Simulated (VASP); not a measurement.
# MgO (P-6m2) in VASP: further runs, part 2 of 2

VASP 6.6.1. Earlier steps stand in the parts before.

## 3. G0W0 quasiparticle levels, PBE

POSCAR reads:

```
MgO
1.0
    2.9380209034      0.0000000000      0.0000000000
   -1.4690104517      2.5444007392      0.0000000000
    0.0000000000      0.0000000000      2.6796800000
Mg O
1 1
Direct
    0.0000000000      0.0000000000      0.0000000000
    0.3333333333      0.6666666667      0.5000000000
```

INCAR.step1 reads:

```
SYSTEM = MgO
PREC = Accurate
ENCUT = 520
EDIFF = 1E-8
ISMEAR = 0
SIGMA = 0.01
LREAL = .False.
LASPH = .True.
NELM = 60
ALGO = Fast
LWAVE = .True.
LCHARG = .False.
GGA = PE
```

INCAR.step2 reads:

```
SYSTEM = MgO
PREC = Accurate
ENCUT = 520
EDIFF = 1E-8
ISMEAR = 0
SIGMA = 0.01
LREAL = .False.
LASPH = .True.
NELM = 1
ALGO = Exact
LWAVE = .True.
LCHARG = .False.
GGA = PE
NBANDS = 52
LOPTICS = .True.
ISTART = 1
```

INCAR.step3 reads:

```
SYSTEM = MgO
PREC = Accurate
ENCUT = 520
EDIFF = 1E-8
ISMEAR = 0
SIGMA = 0.01
LREAL = .False.
LASPH = .True.
ALGO = EVGW0
LWAVE = .False.
LCHARG = .False.
GGA = PE
NELMGW = 1
NBANDS = 52
ENCUTGW = 150
NOMEGA = 48
PRECFOCK = Fast
ISTART = 1
NBANDSGW = 12
```

KPOINTS reads:

```
regular mesh
0
Gamma
  3 3 3
  0 0 0
```

Potentials or basis: VASP PAW PBE potentials, release 64 (Mg_GW, O_GW).

Command:

```
cat potpaw_PBE.64/Mg_GW/POTCAR potpaw_PBE.64/O_GW/POTCAR > POTCAR
cp INCAR.step1 INCAR
mpirun -np 1 vasp_std > vasp.out
cp INCAR.step2 INCAR
mpirun -np 1 vasp_std > vasp.out
cp INCAR.step3 INCAR
mpirun -np 1 vasp_std > vasp.out
```

OUTCAR:

```text
SYSTEM = MgO
   PREC = Accurate
   ENCUT = 520
   EDIFF = 1E-8
   ISMEAR = 0
   LREAL = .False.
   LASPH = .True.
   GGA = PE
   NELMGW = 1
   ENCUTGW = 150
   PRECFOCK = Fast
   ISTART = 1

 Found      6 irreducible k-points:

 Following reciprocal coordinates:
            Coordinates               Weight
  0.000000  0.000000  0.000000      1.000000
  0.333333  0.000000  0.000000      6.000000
  0.333333  0.333333  0.000000      2.000000
  0.000000  0.000000  0.333333      2.000000
  0.333333  0.000000  0.333333     12.000000
  0.333333  0.333333  0.333333      4.000000
   k-points           NKPTS =      6   k-points in BZ     NKDIM =     27   number of bands    NBANDS=     52
   number of dos      NEDOS =    301   number of ions     NIONS =      2
   total plane-waves  NPLWV =  11520
   dimension x,y,z NGX =    24 NGY =   24 NGZ =   20
   dimension x,y,z NGXF=    48 NGYF=   48 NGZF=   40
   ions per type =               1   1
   NGX,Y,Z   is equivalent  to a cutoff of  13.58, 13.58, 12.41 a.u.
[... 57 lines left out ...]
 non-spin polarized calculation
 Gauss-broadening in eV      SIGMA  =   0.01
  energy-cutoff  :      520.00
  volume of cell :       20.03
 maximum number of plane-waves:       549
 NGX is ok and might be reduce to    24
  NGX = 14; NGY = 14; NGZ = 12
   NGX = 11   NGY = 11   NGZ =  9
 maximum number of plane-waves:        93
 NGX is ok and might be reduce to    14

 QP shifts <psi_nk| G(iteration)W_0 |psi_nk>: iteration 1
 for sc-GW calculations column KS-energies equals QP-energies in previous step
 and V_xc(KS)=  KS-energies - (<T + V_ion + V_H > + <T+V_H+V_ion>^1  + <V_x>^1)

 k-point   1 :       0.0000    0.0000    0.0000
  band No.  KS-energies  QP-energies   sigma(KS)   V_xc(KS)     V^pw_x(r,r')   Z            occupation Imag(sigma)

      1     -14.0576     -15.8818     -20.8342     -18.1192     -29.8276       0.6719       2.0000       1.2696
      2       2.7848       1.8302     -20.4251     -19.1448     -24.8625       0.7456       2.0000       0.1738
      3       2.7848       1.8302     -20.4251     -19.1448     -24.8625       0.7456       2.0000       0.1738
      4       2.9906       2.0190     -20.5549     -19.2521     -25.0219       0.7458       2.0000       0.1748
      5       6.3330       7.2797     -10.0039     -11.1949      -6.4412       0.7949       0.0000      -0.1229
      6      15.1971      16.1630      -7.7067      -8.9308      -3.1432       0.7891       0.0000      -0.1647
      7      18.8436      19.8897      -7.4283      -8.7601      -2.6584       0.7855       0.0000      -0.2609
      8      18.8436      19.8897      -7.4283      -8.7601      -2.6584       0.7855       0.0000      -0.2609
      9      23.1418      24.0277      -7.3503      -8.4527      -2.0766       0.8036       0.0000      -0.6906
     10      24.1050      25.4463      -9.1965     -10.9713      -3.4195       0.7558       0.0000      -0.6899
     11      25.7664      27.1900      -9.3320     -11.2108      -3.4235       0.7577       0.0000      -0.7250
     12      25.7664      27.1900      -9.3320     -11.2108      -3.4235       0.7577       0.0000      -0.7250
[... 68 lines left out ...]
      1     -12.3560     -14.1572     -22.5234     -19.9075     -31.3536       0.6885       2.0000       1.0968
      2       0.5398      -0.6893     -18.0961     -16.4226     -22.5418       0.7345       2.0000       0.2072
      3       0.5520      -0.6959     -17.9391     -16.2455     -22.3288       0.7369       2.0000       0.2054
      4       0.6277      -0.5582     -18.7990     -17.1806     -23.4083       0.7328       2.0000       0.2136
      5      10.3444      11.1265      -8.1652      -9.1613      -4.0416       0.7852       0.0000      -0.1467
      6      14.3382      15.7094      -9.1527     -10.9107      -4.8321       0.7800       0.0000      -0.1664
      7      17.1794      18.5609      -9.5400     -11.3357      -4.7162       0.7693       0.0000      -0.2192
      8      18.4934      19.6820     -10.0298     -11.5694      -5.1369       0.7720       0.0000      -0.3101
      9      18.5976      20.2044     -11.2270     -13.3488      -6.0908       0.7573       0.0000      -0.3567
     10      24.6044      25.9077      -9.1965     -10.8655      -3.6894       0.7808       0.0000      -0.5881
     11      29.4028      30.9028      -7.9045      -9.7831      -2.3437       0.7985       0.0000      -0.7604
     12      30.6712      31.9488      -7.0786      -8.6435      -1.5204       0.8164       0.0000      -0.9430
```

OUTCAR.step1:

```text
SYSTEM = MgO
   PREC = Accurate
   ENCUT = 520
   EDIFF = 1E-8
   ISMEAR = 0
   LREAL = .False.
   LASPH = .True.
[... 176 lines left out ...]
      0.00000      0.00000      0.00000         0.000000      0.000000      0.000000
     -0.00000      1.69627      1.33984        -0.000000     -0.000000      0.000000
 -----------------------------------------------------------------------------------
    total drift:                                0.000000     -0.000000     -0.000000

  FREE ENERGIE OF THE ION-ELECTRON SYSTEM (eV)
  ---------------------------------------------------
  free  energy   TOTEN  =       -11.1426267331 eV

  energy  without entropy=      -11.1426267331  energy(sigma->0) =      -11.14262673
```

OUTCAR.step2:

```text
SYSTEM = MgO
   PREC = Accurate
   ENCUT = 520
   EDIFF = 1E-8
[... 559 lines left out ...]
  --------------------------------------------------------------------------------------------------------------
     0.00000     4.65879     4.65879     5.10756    -0.00000    -0.00000    -0.00000
     1.42644     4.92749     4.92749     5.51095    -0.00000    -0.00000    -0.00000
     2.85288     6.82222     6.82222     9.48858    -0.00000    -0.00000    -0.00000
     4.27933     1.93049     1.93049     2.78239    -0.00000    -0.00000    -0.00000
     5.70577     5.42359     5.42359     9.39635    -0.00000    -0.00000    -0.00000
     7.13221    10.44895    10.44895     0.41902     0.00000    -0.00000     0.00000
[... 92 lines left out ...]
   139.79130     0.97194     0.97194     0.97174     0.00000     0.00000     0.00000
   141.21774     0.97256     0.97256     0.97237     0.00000     0.00000     0.00000
```

Wall time 8.4 s (1 thread of Intel Xeon 6975P-C (Granite Rapids), shared host); peak memory 0.17 GiB.

The run converged, but some of its settings lie outside the range that counts as converged, so its numbers aren't taken as properties of the crystal.

What came out:

- Band gap on the k mesh, mean-field level: 2.94 eV, indirect (least direct gap 3.34 eV)
- Quasiparticle gap: 4.79 eV
- Least direct quasiparticle gap: 5.26 eV

Caveat: the k mesh is coarse (spacing up to 0.82 Å⁻¹), so the values aren't converged; bands, screening cutoff and mesh are small and nothing is extrapolated, so the quasiparticle values aren't converged; an odd mesh through Γ misses points on the zone boundary, where band edges often lie.

## 4. G0W0 quasiparticle levels, PBE

POSCAR is that of step 3.

Edit INCAR.step1 of step 3 so:

```diff
@@ -2,3 +2,3 @@
 PREC = Accurate
-ENCUT = 520
+ENCUT = 450
 EDIFF = 1E-8
```

Edit INCAR.step2 of step 3 so:

```diff
@@ -2,3 +2,3 @@
 PREC = Accurate
-ENCUT = 520
+ENCUT = 450
 EDIFF = 1E-8
@@ -13,3 +13,3 @@
 GGA = PE
-NBANDS = 52
+NBANDS = 84
 LOPTICS = .True.
```

Edit INCAR.step3 of step 3 so:

```diff
@@ -2,3 +2,3 @@
 PREC = Accurate
-ENCUT = 520
+ENCUT = 450
 EDIFF = 1E-8
@@ -13,3 +13,3 @@
 NELMGW = 1
-NBANDS = 52
+NBANDS = 84
 ENCUTGW = 150
```

KPOINTS is that of step 3.

Potentials or basis: VASP PAW PBE potentials, release 64 (Mg_GW, O_GW).

Command:

```
cat potpaw_PBE.64/Mg_GW/POTCAR potpaw_PBE.64/O_GW/POTCAR > POTCAR
cp INCAR.step1 INCAR
mpirun -np 1 vasp_std > vasp.out
cp INCAR.step2 INCAR
mpirun -np 1 vasp_std > vasp.out
cp INCAR.step3 INCAR
mpirun -np 1 vasp_std > vasp.out
```

OUTCAR:

```text
SYSTEM = MgO
   PREC = Accurate
   ENCUT = 450
   EDIFF = 1E-8
   ISMEAR = 0
   LREAL = .False.
   LASPH = .True.
   GGA = PE
   NELMGW = 1
   ENCUTGW = 150
   PRECFOCK = Fast
   ISTART = 1

 Found      6 irreducible k-points:

 Following reciprocal coordinates:
            Coordinates               Weight
  0.000000  0.000000  0.000000      1.000000
  0.333333  0.000000  0.000000      6.000000
  0.333333  0.333333  0.000000      2.000000
  0.000000  0.000000  0.333333      2.000000
  0.333333  0.000000  0.333333     12.000000
  0.333333  0.333333  0.333333      4.000000
   k-points           NKPTS =      6   k-points in BZ     NKDIM =     27   number of bands    NBANDS=     84
   number of dos      NEDOS =    301   number of ions     NIONS =      2
   total plane-waves  NPLWV =   8000
   dimension x,y,z NGX =    20 NGY =   20 NGZ =   20
   dimension x,y,z NGXF=    40 NGYF=   40 NGZF=   40
   ions per type =               1   1
   NGX,Y,Z   is equivalent  to a cutoff of  11.32, 11.32, 12.41 a.u.
[... 56 lines left out ...]
   NKREDLFX            =     1    NKREDLFY  =   1   NKREDLFZ  =   1
 non-spin polarized calculation
 Gauss-broadening in eV      SIGMA  =   0.01
  energy-cutoff  :      450.00
  volume of cell :       20.03
 maximum number of plane-waves:       447
  NGX = 12; NGY = 12; NGZ = 10
   NGX = 11   NGY = 11   NGZ =  9
 maximum number of plane-waves:        93

 QP shifts <psi_nk| G(iteration)W_0 |psi_nk>: iteration 1
 for sc-GW calculations column KS-energies equals QP-energies in previous step
 and V_xc(KS)=  KS-energies - (<T + V_ion + V_H > + <T+V_H+V_ion>^1  + <V_x>^1)

 k-point   1 :       0.0000    0.0000    0.0000
  band No.  KS-energies  QP-energies   sigma(KS)   V_xc(KS)     V^pw_x(r,r')   Z            occupation Imag(sigma)

      1     -14.0514     -15.9530     -20.9444     -18.1185     -29.8309       0.6729       2.0000       1.2387
      2       2.7905       1.7286     -20.5732     -19.1490     -24.8620       0.7456       2.0000       0.1757
      3       2.7905       1.7286     -20.5732     -19.1490     -24.8620       0.7456       2.0000       0.1757
      4       2.9934       1.8953     -20.7274     -19.2553     -25.0520       0.7459       2.0000       0.1737
      5       6.3348       7.2188     -10.0843     -11.1969      -6.4452       0.7945       0.0000      -0.1196
      6      15.1989      16.0873      -7.8026      -8.9289      -3.1427       0.7887       0.0000      -0.1646
      7      18.8451      19.8180      -7.5200      -8.7582      -2.6576       0.7857       0.0000      -0.2605
      8      18.8451      19.8180      -7.5200      -8.7582      -2.6576       0.7857       0.0000      -0.2605
      9      23.1418      23.9489      -7.4476      -8.4528      -2.0767       0.8029       0.0000      -0.6893
     10      24.1055      25.3579      -9.3126     -10.9707      -3.4194       0.7553       0.0000      -0.6871
     11      25.7686      27.0965      -9.4550     -11.2092      -3.4218       0.7570       0.0000      -0.7209
     12      25.7686      27.0965      -9.4550     -11.2092      -3.4218       0.7570       0.0000      -0.7209
[... 68 lines left out ...]
      1     -12.3508     -14.2383     -22.6446     -19.9089     -31.3587       0.6900       2.0000       1.0685
      2       0.5429      -0.7749     -18.2188     -16.4248     -22.5381       0.7346       2.0000       0.2056
      3       0.5548      -0.7813     -18.0602     -16.2473     -22.3246       0.7369       2.0000       0.2036
      4       0.6311      -0.6614     -18.9494     -17.1835     -23.4321       0.7319       2.0000       0.2092
      5      10.3439      11.0717      -8.2349      -9.1622      -4.0414       0.7848       0.0000      -0.1452
      6      14.3392      15.6345      -9.2485     -10.9097      -4.8303       0.7798       0.0000      -0.1637
      7      17.1807      18.4746      -9.6497     -11.3342      -4.7143       0.7681       0.0000      -0.2163
      8      18.4935      19.5949     -10.1424     -11.5690      -5.1345       0.7720       0.0000      -0.3076
      9      18.5988      20.1053     -11.3559     -13.3477      -6.0926       0.7563       0.0000      -0.3523
     10      24.6062      25.8097      -9.3235     -10.8648      -3.6880       0.7808       0.0000      -0.5860
     11      29.4038      30.7979      -8.0282      -9.7826      -2.3428       0.7946       0.0000      -0.7584
     12      30.6721      31.8631      -7.1828      -8.6434      -1.5206       0.8154       0.0000      -0.9425
```

OUTCAR.step1:

```text
SYSTEM = MgO
   PREC = Accurate
   ENCUT = 450
   EDIFF = 1E-8
   ISMEAR = 0
   LREAL = .False.
   LASPH = .True.
[... 175 lines left out ...]
      0.00000      0.00000      0.00000         0.000000     -0.000000      0.000000
     -0.00000      1.69627      1.33984        -0.000000      0.000000      0.000000
 -----------------------------------------------------------------------------------
    total drift:                               -0.000001      0.000000     -0.000000

  FREE ENERGIE OF THE ION-ELECTRON SYSTEM (eV)
  ---------------------------------------------------
  free  energy   TOTEN  =       -11.1351681000 eV

  energy  without entropy=      -11.1351681000  energy(sigma->0) =      -11.13516810
```

OUTCAR.step2:

```text
SYSTEM = MgO
   PREC = Accurate
   ENCUT = 450
   EDIFF = 1E-8
[... 558 lines left out ...]
  --------------------------------------------------------------------------------------------------------------
     0.00000     4.66591     4.66591     4.90487    -0.00000     0.00000    -0.00000
     1.89721     5.18526     5.18526     5.59992    -0.00000     0.00000    -0.00000
     3.79441    -3.61156    -3.61156    -0.82556    -0.00000     0.00000    -0.00000
     5.69162     5.73260     5.73260     7.71894    -0.00000     0.00000    -0.00000
     7.58883    -2.36411    -2.36411     1.62781    -0.00000     0.00000     0.00000
     9.48604     6.00465     6.00465    10.55959    -0.00000     0.00000     0.00000
[... 92 lines left out ...]
   185.92632     0.98345     0.98345     0.98333    -0.00000    -0.00000     0.00000
   187.82353     0.98382     0.98382     0.98370    -0.00000    -0.00000     0.00000
```

It took 8.2 s on 1 thread of Intel Xeon 6975P-C (Granite Rapids), shared host; peak memory 0.14 GiB.

These settings aren't checked as converged: the numbers below hold their error.

Results:

```
Band gap on the k mesh, mean-field level : 2.93 eV, indirect (least direct gap 3.34 eV)
Quasiparticle gap                        : 4.85 eV
Least direct quasiparticle gap           : 5.32 eV
```

Caveat: the k mesh is coarse (spacing up to 0.82 Å⁻¹), so the values aren't converged; the cutoff is under 1.25 times the usual one of these potentials, so pressure, stress and relaxed cells hold a basis-set (Pulay) error; bands, screening cutoff and mesh are small and nothing is extrapolated, so the quasiparticle values aren't converged; an odd mesh through Γ misses points on the zone boundary, where band edges often lie.

## 5. For comparison

An earlier run on the cell as given: functional PBE; potentials or basis VASP PAW PBE potentials, release 64 (Mg, O); cutoff 520 eV; k mesh 10 × 10 × 10; occupations fermi-dirac, width 0.05 eV; no spin polarisation.

- Pressure: -0.7 GPa
- Band gap on the k mesh: 3.01 eV, indirect (least direct gap 3.40 eV)
